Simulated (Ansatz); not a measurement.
# CaO: energy against volume in PBE, exact exchange and the RPA

An exercise on one series of results from a longer session: the logs are not shown, and one member is left open.

The runs shown are made with Ansatz 0.2.0. PBE orbitals, norm-conserving pseudopotentials, plane waves. All values are calculated for a non-magnetic cell, which may be hypothetical.

## The cell

The cell was relaxed beforehand with r2SCAN; volume changes: +0 %, -5 %, +5 %, -10 %, +10 %.

It is cubic, F-43m (No. 216); a = 5.213 Å in the conventional setting, 17.71 Å³ an atom. Around Ca lie 4 O at 2.26 Å; around O lie 4 Ca at 2.26 Å.

Coordinates:

```cif
data_structure
_symmetry_space_group_name_H-M 'P 1'
_symmetry_Int_Tables_number 1
_cell_length_a 3.6865
_cell_length_b 3.6865
_cell_length_c 3.6865
_cell_angle_alpha 60.000
_cell_angle_beta 60.000
_cell_angle_gamma 60.000
_cell_volume 35.43
loop_
_atom_site_label
_atom_site_type_symbol
_atom_site_fract_x
_atom_site_fract_y
_atom_site_fract_z
_atom_site_occupancy
Ca1 Ca 0.00000 0.00000 0.00000 1
O1 O 0.25000 0.25000 0.25000 1
```

The first run:

input.yaml

```yaml
crystal:
  lattice:
    - [0.0, 2.6067317366, 2.6067317366]
    - [2.6067317366, 0.0, 2.6067317366]
    - [2.6067317366, 2.6067317366, 0.0]
  atoms:
    - { symbol: Ca, position: [0.0, 0.0, 0.0] }
    - { symbol: O, position: [0.25, 0.25, 0.25] }
kpoints:
  mp_grid: { grid: [4, 4, 4] }
hamiltonian:
  xc: pbe
  pseudopotentials: { kind: nc }
scf:
  occupations: { method: fixed }
output:
  rpa_energy:
    ecut_chi_ladder: [257, 289, 320, 355, 390]
    long_wavelength: optical_limit
basis:
  ecutwfc: 1240.0
```

Steps of the session up to this table: The unscaled cell; Volume -5 %; Volume +5 %; Volume -10 %; Volume +10 %.

One table of the session follows, with a row left open; its other results are not shown here.

Energies in meV/atom from the unscaled cell:

```
volume (Å³/atom)   PBE  exact exchange  EXX+RPA  RPA correlation
          15.942  67.7           109.8     61.1            -48.8
          16.827  19.3            37.3     19.6            -17.8
          17.713   0.0             0.0      0.0              0.0
          18.599     ?               ?        ?                ?
          19.484  24.0             2.1     32.2             30.1
```

Q: Estimate the row for volume (Å³/atom) = 18.599 from the others.

Worked estimate for «PBE». A straight line through the neighbours (17.713, 0.0) and (19.484, 24.0) gives 0.0 + (24.0 − 0.0) × (18.599 − 17.713) / (19.484 − 17.713) = 12.0; a parabola fitted to 3 rows on both sides gives 1.6.

**Answer.** PBE: 3.2; exact exchange: -9.8; EXX+RPA: 7.2; RPA correlation: 17.0. In «PBE» the line misses by +8.8 and the parabola by -1.6.
